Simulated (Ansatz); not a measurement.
**Phonon spectrum of SiC**

Method: Ansatz, DFT PBE, scalar-relativistic, plane waves, PAW. Plane waves to 420 eV; Γ-centred k mesh 12×12×6; fixed occupations. No spin polarisation. Phonons by linear response, acoustic sum rule imposed.

Relaxed structure:
```
CELL_PARAMETERS angstrom
3.09191 0.00000 0.00000
-1.54596 2.67768 0.00000
0.00000 0.00000 5.07426
ATOMIC_POSITIONS crystal
Si 0.66667 0.33333 0.50458
Si 0.33333 0.66667 0.00458
C 0.66667 0.33333 0.88042
C 0.33333 0.66667 0.38042
```

The cell was relaxed from a distorted copy of a database structure. The q mesh is coarse, so values between its points are rough.

Force constants from linear response on a 3×3×1 q mesh.

Question: Is the structure dynamically stable on the q mesh?

Answer: Yes, on this mesh: no mode is imaginary.

Question: Give the frequencies (cm⁻¹) at the zone-boundary points of high symmetry (interpolated where a point lies off the q mesh).

Answer:
| point | q | frequencies |
| --- | --- | --- |
| M | 0.500 0.000 0.000 | 258 333 372 420 537 549 731 742 752 764 831 840 |
| K | 0.333 0.333 0.000 | 389 389 409 463 486 486 719 719 789 789 811 827 |
| A | 0.000 0.000 0.500 | 177 177 177 177 372 372 762 762 762 762 895 895 |
| L | 0.500 0.000 0.500 | 319 319 341 341 563 563 747 747 768 768 821 821 |
| H | 0.333 0.333 0.500 | 338 338 436 436 516 516 750 750 766 766 817 817 |
